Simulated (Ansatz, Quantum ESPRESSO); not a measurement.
# Tuning the work function of Pd(100), part 3 of 8

Wanted: work-function changes of Pd(100) along a row of adsorbates.

Quantum ESPRESSO 7.5; plane-wave DFT, PBE, GBRV ultrasoft pseudopotentials; geometry by Ansatz 0.2.0 with PAW datasets.

So far. Step 3 (Ground state, clean face): The run needed 28 iterations to bring the estimated error under 1e-07 Ry; the largest force on any atom, held or free, is 0.32 eV/Å. Step 3 (Ground state, clean face): Inside the slab this potential holds the local part of the pseudopotentials, which can be repulsive at the nuclei; only its value in the vacuum has a meaning of its own.

### Step 4. Projections on atomic orbitals, clean face

Projections on atomic orbitals tell which layers and orbitals hold the states near the zero of energy.

Input file clean.pdos.in:

```
&projwfc
  prefix = 'clean.esm'
  outdir = './out'
  filpdos = 'clean.pdos'
  Emin = -13.114
  Emax = -1.114
  DeltaE = 0.1
  ngauss = 0
  degauss = 0.01
/
```

Run with:

```bash
$ OMP_NUM_THREADS=1 mpirun -n 4 projwfc.x -in clean.pdos.in > clean.pdos.out
```

Numbers of over 12 decimals in the logs are rounded to 6 here.

Output:

```text
[banner, memory and clock lines left out]
Program PROJWFC v.7.5 starts

          URL

     ./out/clean.esm.save/

     IMPORTANT: XC functional enforced from input :
     Exchange-correlation= PBE
                           (   1   4   3   4   0   0   0)
     Any further DFT definition will be discarded
     Please, verify this is what you really want

     negative rho (up, down):  3.879E-01 0.000E+00

     Gaussian broadening (read from input): ngauss,degauss=   0    0.010000

     Calling projwave ....
     one sub-group per band group will be used

     linear algebra parallelized on   4 procs

  Problem Sizes
  natomwfc =           60
  nx       =           30
  nbnd     =           48
  nkstot   =           21
  npwx     =         1418
  nkb      =           90

     Atomic states used for projection
     (read from pseudopotential files):

     state #   1: atom   1 (Pd ), wfc  1 (l=1 m= 1)
     state #   2: atom   1 (Pd ), wfc  1 (l=1 m= 2)
     state #   3: atom   1 (Pd ), wfc  1 (l=1 m= 3)
     state #   4: atom   1 (Pd ), wfc  2 (l=2 m= 1)
     state #   5: atom   1 (Pd ), wfc  2 (l=2 m= 2)
     state #   6: atom   1 (Pd ), wfc  2 (l=2 m= 3)
     state #   7: atom   1 (Pd ), wfc  2 (l=2 m= 4)
     state #   8: atom   1 (Pd ), wfc  2 (l=2 m= 5)
     state #   9: atom   1 (Pd ), wfc  3 (l=0 m= 1)
     state #  10: atom   1 (Pd ), wfc  4 (l=1 m= 1)
     state #  11: atom   1 (Pd ), wfc  4 (l=1 m= 2)
     state #  12: atom   1 (Pd ), wfc  4 (l=1 m= 3)
     state #  13: atom   2 (Pd ), wfc  1 (l=1 m= 1)
     state #  14: atom   2 (Pd ), wfc  1 (l=1 m= 2)
     state #  15: atom   2 (Pd ), wfc  1 (l=1 m= 3)
     state #  16: atom   2 (Pd ), wfc  2 (l=2 m= 1)
     state #  17: atom   2 (Pd ), wfc  2 (l=2 m= 2)
     state #  18: atom   2 (Pd ), wfc  2 (l=2 m= 3)
     state #  19: atom   2 (Pd ), wfc  2 (l=2 m= 4)
     state #  20: atom   2 (Pd ), wfc  2 (l=2 m= 5)
     state #  21: atom   2 (Pd ), wfc  3 (l=0 m= 1)
     state #  22: atom   2 (Pd ), wfc  4 (l=1 m= 1)
     state #  23: atom   2 (Pd ), wfc  4 (l=1 m= 2)
     state #  24: atom   2 (Pd ), wfc  4 (l=1 m= 3)
     state #  25: atom   3 (Pd ), wfc  1 (l=1 m= 1)
     state #  26: atom   3 (Pd ), wfc  1 (l=1 m= 2)
     state #  27: atom   3 (Pd ), wfc  1 (l=1 m= 3)
     state #  28: atom   3 (Pd ), wfc  2 (l=2 m= 1)
     state #  29: atom   3 (Pd ), wfc  2 (l=2 m= 2)
     state #  30: atom   3 (Pd ), wfc  2 (l=2 m= 3)
     state #  31: atom   3 (Pd ), wfc  2 (l=2 m= 4)
     state #  32: atom   3 (Pd ), wfc  2 (l=2 m= 5)
     state #  33: atom   3 (Pd ), wfc  3 (l=0 m= 1)
     state #  34: atom   3 (Pd ), wfc  4 (l=1 m= 1)
     state #  35: atom   3 (Pd ), wfc  4 (l=1 m= 2)
     state #  36: atom   3 (Pd ), wfc  4 (l=1 m= 3)
     state #  37: atom   4 (Pd ), wfc  1 (l=1 m= 1)
     state #  38: atom   4 (Pd ), wfc  1 (l=1 m= 2)
     state #  39: atom   4 (Pd ), wfc  1 (l=1 m= 3)
     state #  40: atom   4 (Pd ), wfc  2 (l=2 m= 1)
     state #  41: atom   4 (Pd ), wfc  2 (l=2 m= 2)
     state #  42: atom   4 (Pd ), wfc  2 (l=2 m= 3)
     state #  43: atom   4 (Pd ), wfc  2 (l=2 m= 4)
     state #  44: atom   4 (Pd ), wfc  2 (l=2 m= 5)
     state #  45: atom   4 (Pd ), wfc  3 (l=0 m= 1)
     state #  46: atom   4 (Pd ), wfc  4 (l=1 m= 1)
     state #  47: atom   4 (Pd ), wfc  4 (l=1 m= 2)
     state #  48: atom   4 (Pd ), wfc  4 (l=1 m= 3)
     state #  49: atom   5 (Pd ), wfc  1 (l=1 m= 1)
     state #  50: atom   5 (Pd ), wfc  1 (l=1 m= 2)
     state #  51: atom   5 (Pd ), wfc  1 (l=1 m= 3)
     state #  52: atom   5 (Pd ), wfc  2 (l=2 m= 1)
     state #  53: atom   5 (Pd ), wfc  2 (l=2 m= 2)
     state #  54: atom   5 (Pd ), wfc  2 (l=2 m= 3)
     state #  55: atom   5 (Pd ), wfc  2 (l=2 m= 4)
     state #  56: atom   5 (Pd ), wfc  2 (l=2 m= 5)
     state #  57: atom   5 (Pd ), wfc  3 (l=0 m= 1)
     state #  58: atom   5 (Pd ), wfc  4 (l=1 m= 1)
     state #  59: atom   5 (Pd ), wfc  4 (l=1 m= 2)
     state #  60: atom   5 (Pd ), wfc  4 (l=1 m= 3)

[... projections of each state ...]
Lowdin Charges:

     Atom #   1: total charge =  15.9632, s =  0.3036,
     Atom #   1: total charge =  15.9632, p =  6.5842, pz=  2.1301, px=  2.2271, py=  2.2271,
     Atom #   1: total charge =  15.9632, d =  9.0754, dz2=  1.8769, dxz=  1.8366, dyz=  1.8366, dx2-y2=  1.6745, dxy=  1.8507,
     Atom #   2: total charge =  16.0260, s =  0.2631,
     Atom #   2: total charge =  16.0260, p =  6.8103, pz=  2.2830, px=  2.2637, py=  2.2637,
     Atom #   2: total charge =  16.0260, d =  8.9526, dz2=  1.8758, dxz=  1.7271, dyz=  1.7271, dx2-y2=  1.7502, dxy=  1.8725,
     Atom #   3: total charge =  15.9843, s =  0.2597,
     Atom #   3: total charge =  15.9843, p =  6.7745, pz=  2.2615, px=  2.2565, py=  2.2565,
     Atom #   3: total charge =  15.9843, d =  8.9501, dz2=  1.8555, dxz=  1.7438, dyz=  1.7438, dx2-y2=  1.7498, dxy=  1.8573,
     Atom #   4: total charge =  16.0256, s =  0.2639,
     Atom #   4: total charge =  16.0256, p =  6.8025, pz=  2.2792, px=  2.2616, py=  2.2616,
     Atom #   4: total charge =  16.0256, d =  8.9593, dz2=  1.8692, dxz=  1.7386, dyz=  1.7386, dx2-y2=  1.7330, dxy=  1.8799,
     Atom #   5: total charge =  15.9649, s =  0.3048,
     Atom #   5: total charge =  15.9649, p =  6.5816, pz=  2.1295, px=  2.2261, py=  2.2261,
     Atom #   5: total charge =  15.9649, d =  9.0786, dz2=  1.8725, dxz=  1.8435, dyz=  1.8435, dx2-y2=  1.6704, dxy=  1.8487,
     Spilling Parameter:   0.0004

Note: The following floating-point exceptions are signalling: IEEE_DIVIDE_BY_ZERO IEEE_UNDERFLOW_FLAG
Note: The following floating-point exceptions are signalling: IEEE_DIVIDE_BY_ZERO IEEE_UNDERFLOW_FLAG
Note: The following floating-point exceptions are signalling: IEEE_DIVIDE_BY_ZERO IEEE_UNDERFLOW_FLAG
Note: The following floating-point exceptions are signalling: IEEE_DIVIDE_BY_ZERO IEEE_UNDERFLOW_FLAG
```

Wall time 1.4 s (4 MPI ranks of Arm Neoverse V1, shared host); peak memory 0.09 GiB; 5.4 s of CPU time.

Numbers from this step:

```
spilling of the projection : 4.00e-4
```

Projected DOS an atom over height of the atomic layer and energy from the Fermi level. Columns are the atomic layers from the bottom up.

Ten even steps from '_' (0.00 states/eV) to '@' (3.07 states/eV), each cell a mean:
```
__________
..____....
..........
++********
%%##++##@@
@@++++**@@
%%++**++%%
@@++++++@@
##++++**##
**##@@****
++++****++
==++--**++
==##==%%++
--####**::
..++##--__
__....____
__________
__________
__________
__________
__________
__________
```
Columns: height of the atomic layer (Å) from -3.94 to 3.94; rows upwards: energy from the Fermi level (eV) from -8.00 to 1.50.

The atomic orbitals miss 0.0 % of the occupied states; for empty states the projections can miss much more.

### Step 5. Geometry from Ansatz, Li overlayer

Level of this step: plane-wave DFT, PBE, Ansatz PAW (Ansatz 0.2.0).

System of this step: Pd(100), 5 layers, one monolayer of Li on hollow sites. The cell holds 6 atoms: 5 Pd and 1 Li. Cell: a = 2.751 Å, b = 2.751 Å, c = 26.780 Å, α = 90.0°, β = 90.0°, γ = 90.0°. It derives from Pd. Vacuum lies along c.

Input file input.yaml:

```yaml
crystal:
  lattice:
    - [2.7506453788, 0.0, 0.0]
    - [0.0, 2.7506453788, 0.0]
    - [0.0, 0.0, 26.78]
  atoms:
    - { symbol: Pd, position: [0.0, 0.0, 0.3099327857] }
    - { symbol: Pd, position: [0.5, 0.5, 0.3825616131] }
    - { symbol: Pd, position: [0.0, 0.0, 0.4551904406] }
    - { symbol: Pd, position: [0.5, 0.5, 0.5278192681] }
    - { symbol: Pd, position: [0.0, 0.0, 0.6004480956] }
    - { symbol: Li, position: [0.5, 0.5, 0.668751804] }
kpoints:
  mp_grid: { grid: [10, 10, 1] }
hamiltonian:
  xc: pbe
scf:
  occupations: { method: fermi_dirac, width: 0.1 }
  convergence: { dr2_threshold: 1.0e-08 }
efield:
  axis: 3
  dipole_correction: true
  ramp_position: 0.97
  ramp_width: 0.04
relax:
  f_tol: 0.01
  constraints: [{ sites: [0, 1, 2] }]
output:
  write_potential: true
  write_density: true
  volumetric_format: npy
```

Run with:

```bash
$ ansatz run input.yaml --threads 4 --pin off --max-ram 8192MiB --backend cpu --events-out ev --progress --plain --runs-dir out
```

Output:

```text
[...]
Crystal: 6 atoms, lattice volume = 202.619 Å³
Basis set: ecut = 420 eV, 4045 PW (Γ), exchange–correlation on 40×40×360 points (8 copies of the dense FFT grid, shifted against one another)
Bands: 56, of which v1, the nominal top of the filled ones, is band 47 counted from 1 (46 counted from 0)
Symmetry: 8 space group operations
[...]
F+E_penalty+E_count = -35068.74798272 eV   max|allowed force component| = 5.645e-3 eV/Å
  atoms:
    - { symbol: Pd, position: [0.0, 0.0, 0.3099327857] }
    - { symbol: Pd, position: [0.5, 0.5, 0.382562] }
    - { symbol: Pd, position: [0.0, 0.0, 0.4551904406] }
    - { symbol: Pd, position: [0.5, 0.5, 0.530945] }
    - { symbol: Pd, position: [0, 0.0, 0.607264] }
    - { symbol: Li, position: [0.5, 0.5, 0.668735] }
[key lines of the parts left out:]
SCF converged after 8 iterations
Free energy (F): -35068.747983 eV
Fermi energy:    5.132813 eV
Dipole field:    D = 0.082961 V/Å  (p = 0.092895 e·Å, saw-weighted, corrected)
Work function:   Φ+ = 2.8587 eV   Φ− = 5.0805 eV
```

The job ended after 19 s (4 threads; peak memory 0.6 GiB).

Step by step:

```csv
step,energy less that of the first step (eV),largest force component (eV/Å)
1,0.0000,0.8721
2,-0.0767,0.1170
3,-0.0780,0.0056
```

Forces are held to the 8 operations that the run works with; a distortion that breaks them can't arise in this run.

The atoms that moved most (Å):

```
atom     dx     dy     dz  length
 Pd5  0.000  0.000  0.183   0.183
 Pd4  0.000  0.000  0.084   0.084
```

The relaxed structure:

```xyz
6
Lattice="2.7506 0.0000 0.0000 0.0000 2.7506 0.0000 0.0000 0.0000 26.7800" Properties=species:S:1:pos:R:3
Pd    0.0000    0.0000    8.3000
Pd    1.3753    1.3753   10.2450
Pd    0.0000    0.0000   12.1900
Pd    1.3753    1.3753   14.2187
Pd    0.0000    0.0000   16.2625
Li    1.3753    1.3753   17.9087
```

The relaxation lowers the energy by 13 meV an atom. Held were the atoms numbered 1, 2 and 3; the forces quoted are those on the free ones.

Read from the output:

- free energy: -35068.7480 eV
- energy at zero smearing: -35068.6102 eV
- smearing term TS: 0.2756 eV
- Fermi energy: 5.133 eV
- work function of the upper face: 2.859 eV
- work function of the lower face: 5.080 eV
- dipole along the normal: 0.09290 e·Å

### Step 6. Self-consistent run, Li overlayer

Level of this step: plane-wave DFT, PBE, GBRV ultrasoft pseudopotentials (Quantum ESPRESSO 7.5).

Input file Li.esm.in:

```
&control
  prefix = 'Li.esm'
  outdir = './out'
  pseudo_dir = './pseudo'
  calculation = 'scf'
  tprnfor = .true.
/
&system
  ibrav = 0
  nat = 6
  ntyp = 2
  ecutwfc = 40
  ecutrho = 200
  occupations = 'smearing'
  smearing = 'mv'
  degauss = 0.02
  assume_isolated = 'esm'
  esm_bc = 'bc1'
/
&electrons
  conv_thr = 1e-07
  mixing_beta = 0.4
  electron_maxstep = 120
  mixing_mode = 'local-TF'
/
ATOMIC_SPECIES
  Pd  106.4200  pd_pbe_v1.4.uspp.F.UPF
  Li  6.9400  li_pbe_v1.4.uspp.F.UPF
CELL_PARAMETERS angstrom
  2.75064537880000 0.00000000000000 0.00000000000000
  0.00000000000000 2.75064537880000 0.00000000000000
  0.00000000000000 0.00000000000000 26.78000000000000
ATOMIC_POSITIONS crystal
  Pd  0.000000000000 0.000000000000 -0.179401356695
  Pd  0.500000000000 0.500000000000 -0.106772529295
  Pd  0.000000000000 0.000000000000 -0.034143701795
  Pd  0.500000000000 0.500000000000 0.041610888172
  Pd  -0.000000000000 0.000000000000 0.117929605479
  Li  0.500000000000 0.500000000000 0.179401356695
K_POINTS automatic
  10 10 1 0 0 0
```

Run with:

```bash
$ OMP_NUM_THREADS=1 mpirun -n 4 pw.x -nk 4 -in Li.esm.in > Li.esm.out
```

Output:

```text
[banner, memory and clock lines left out]
Program PWSCF v.7.5 starts

          URL

     Message from routine setup:
     using ibrav=0 with symmetry is DISCOURAGED, use correct ibrav instead

     G-vector sticks info

     bravais-lattice index     =            0
     lattice parameter (alat)  =       5.1980  a.u.
     unit-cell volume          =    1367.3396 (a.u.)^3
     number of atoms/cell      =            6
     number of atomic types    =            2
     number of electrons       =        83.00
     number of Kohn-Sham states=           50
     kinetic-energy cutoff     =      40.0000  Ry
     charge density cutoff     =     200.0000  Ry
     scf convergence threshold =      1.0E-07
     mixing beta               =       0.4000
     number of iterations used =            8  local-TF  mixing
     Exchange-correlation=  SLA  PW   PBX  PBC
                           (   1   4   3   4   0   0   0)

     Effective Screening Medium Method
     Boundary Conditions: Vacuum-Slab-Vacuum
     total charge in unit cell        =   0.0000
     grid points for fit at edges     =        4

     celldm(1)=   5.197966  celldm(2)=   0.000000  celldm(3)=   0.000000
     celldm(4)=   0.000000  celldm(5)=   0.000000  celldm(6)=   0.000000

     crystal axes: (cart. coord. in units of alat)
               a(1) = (   1.000000   0.000000   0.000000 )
               a(2) = (   0.000000   1.000000   0.000000 )
               a(3) = (   0.000000   0.000000   9.735897 )

     reciprocal axes: (cart. coord. in units 2 pi/alat)
               b(1) = (  1.000000  0.000000  0.000000 )
               b(2) = (  0.000000  1.000000  0.000000 )
               b(3) = (  0.000000  0.000000  0.102713 )

     PseudoPot. # 1 for Pd read from file:
     ./pseudo/pd_pbe_v1.4.uspp.F.UPF
     Pseudo is Ultrasoft + core correction, Zval = 16.0
     Generated by new atomic code, or converted to UPF format
     Using radial grid of  887 points,  6 beta functions with:
                l(1) =   0
                l(2) =   0
                l(3) =   1
                l(4) =   1
                l(5) =   2
                l(6) =   2
     Q(r) pseudized with  8 coefficients,  rinner =    1.130   1.130   1.130
                                                       1.130   1.130

     PseudoPot. # 2 for Li read from file:
     ./pseudo/li_pbe_v1.4.uspp.F.UPF
     Pseudo is Ultrasoft, Zval =  3.0
     Generated by new atomic code, or converted to UPF format
     Using radial grid of  751 points,  5 beta functions with:
                l(1) =   0
                l(2) =   0
                l(3) =   0
                l(4) =   1
                l(5) =   1
     Q(r) pseudized with 10 coefficients,  rinner =    1.150   1.150   1.150

     atomic species   valence    mass     pseudopotential
     Pd               16.00   106.42000     Pd( 1.00)
[...]
iteration #  2     ecut=    40.00 Ry     beta= 0.40
     Davidson diagonalization with overlap
     c_bands:  4 eigenvalues not converged
     c_bands:  3 eigenvalues not converged
     c_bands:  5 eigenvalues not converged
     ethr =  1.00E-02,  avg # of iterations = 48.8

     negative rho (up, down):  1.317E+00 0.000E+00

     total energy              =   -1653.62575237 Ry
     estimated scf accuracy    <   24403.15740331 Ry

     iteration #  3     ecut=    40.00 Ry     beta= 0.40
     Davidson diagonalization with overlap
     ethr =  1.00E-02,  avg # of iterations =  2.5

     negative rho (up, down):  9.059E+00 0.000E+00

     total energy              =     866.36526631 Ry
     estimated scf accuracy    <   22450.72177909 Ry

     iteration #  4     ecut=    40.00 Ry     beta= 0.40
     Davidson diagonalization with overlap
     ethr =  1.00E-02,  avg # of iterations = 49.1

     negative rho (up, down):  5.866E+00 0.000E+00

     total energy              =   -4450.50750993 Ry
     estimated scf accuracy    <   29045.18568011 Ry

     iteration #  5     ecut=    40.00 Ry     beta= 0.40
     Davidson diagonalization with overlap
     ethr =  1.00E-02,  avg # of iterations =  5.3

     negative rho (up, down):  4.498E+00 0.000E+00

     total energy              =   -3535.52335629 Ry
     estimated scf accuracy    <   28655.51686476 Ry

     iteration #  6     ecut=    40.00 Ry     beta= 0.40
     Davidson diagonalization with overlap
     ethr =  1.00E-02,  avg # of iterations =  1.5

     negative rho (up, down):  5.137E+01 0.000E+00

     total energy              =  -22110.95443045 Ry
     estimated scf accuracy    <   28110.86454014 Ry

     iteration #  7     ecut=    40.00 Ry     beta= 0.40
     Davidson diagonalization with overlap
     c_bands:  2 eigenvalues not converged
     c_bands:  1 eigenvalues not converged
     c_bands:  3 eigenvalues not converged
     ethr =  1.00E-02,  avg # of iterations = 23.1

     negative rho (up, down):  6.171E+01 0.000E+00

     total energy              =  -19480.78872635 Ry
     estimated scf accuracy    <   38904.37188712 Ry

     iteration #  8     ecut=    40.00 Ry     beta= 0.40
     Davidson diagonalization with overlap
     ethr =  1.00E-02,  avg # of iterations =  6.9

     negative rho (up, down):  5.604E+01 0.000E+00

     total energy              =  -36981.58726223 Ry
     estimated scf accuracy    <   37611.14697728 Ry

     iteration #  9     ecut=    40.00 Ry     beta= 0.40
     Davidson diagonalization with overlap
     c_bands:  3 eigenvalues not converged
     c_bands:  1 eigenvalues not converged
     c_bands:  5 eigenvalues not converged
     c_bands:  2 eigenvalues not converged
     ethr =  1.00E-02,  avg # of iterations = 28.7

     negative rho (up, down):  5.516E+01 0.000E+00

     total energy              =  -35878.26149175 Ry
     estimated scf accuracy    <   45963.75911784 Ry

     iteration # 10     ecut=    40.00 Ry     beta= 0.40
     Davidson diagonalization with overlap
     ethr =  1.00E-02,  avg # of iterations =  6.2

     negative rho (up, down):  1.664E+02 0.000E+00

     total energy              =   59634.56355746 Ry
     estimated scf accuracy    <   45547.15846086 Ry

     iteration # 11     ecut=    40.00 Ry     beta= 0.40
     Davidson diagonalization with overlap
[MPI's abort notice left out]

"abort". This may have caused other processes in the application to be
terminated by signals sent by prterun (as reported here).
```

Run time: 3.6 min. Hardware: 4 MPI ranks; peak memory 0.53 GiB.

Residual by cycle:

cycle, log10 residual and a bar from the least value:
```
        1        3.7 
        2        4.4 ######################
        3        4.4 #####################
        4        4.5 ########################
        5        4.5 ########################
        6        4.4 ########################
        7        4.6 ############################
        8        4.6 ###########################
        9        4.7 ##############################
       10        4.7 ##############################
```

The run ended with an error.

After 10 cycles the residual stands at 45547.

The message is a late symptom: the SCF loop had diverged, with an estimated accuracy of 4.55e+04 Ry in its last cycle.

[end of part 3 of 8]

[Logs are printed without paths, hosts, clocks, repeated set-up lines and the standing remarks that a program may print on its own settings, such as how far it seeks lower states.]

[Hosts, paths, dates, database ids (printed as entryN), source tags and the programs' standing remarks are cut or masked in the printed files.]

[Maps of the electrostatic potential energy from Ansatz leave out the sawtooth potential of an applied field or a dipole correction, so their vacuum need not be flat; planar profiles and work functions include it.]
